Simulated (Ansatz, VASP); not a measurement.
## One calculation of BeTe, two programs

```xyz
2
Lattice="0.0000 2.7700 2.7700 2.7700 0.0000 2.7700 2.7700 2.7700 0.0000" Properties=species:S:1:pos:R:3 pbc="T T T"
Te    4.1550    4.1550    4.1550
Be    0.0000    0.0000    0.0000
```

Alike in both runs: task single point; functional PBE; k mesh 8 × 8 × 8; occupations fermi-dirac, width 0.05 eV; no spin polarisation.

|  | VASP | Ansatz |
| --- | --- | --- |
| version | VASP 6.6.1 | Ansatz 0.2.0 |
| potentials or method | VASP PAW PBE potentials, release 64 (Te, Be) | Ansatz PAW |
| plane-wave cutoff (eV) | 520 | 420 |
| valence electrons in the cell | 8 | 18 |

Ansatz gave:

| Quantity | Value |
| --- | --- |
| gap on the k mesh at the Fermi level (eV) | 1.86 |
| least direct gap on the mesh (eV) | 3.59 |
| pressure (GPa) | 4.3 |

Q: Which values does VASP return?

A: gap on the k mesh at the Fermi level (eV): 1.85; least direct gap on the mesh (eV): 3.56; pressure (GPa): 4.5.

With one functional, cell and mesh, what is left measures potentials, basis and numerics. The two sets of potentials don't hold the same shells in valence.

Caveats: spin-orbit coupling is left out, which moves the levels of the heavy elements. A hybrid or GW would open this gap; PBE tends to underestimate it. A k mesh can miss the band edges.
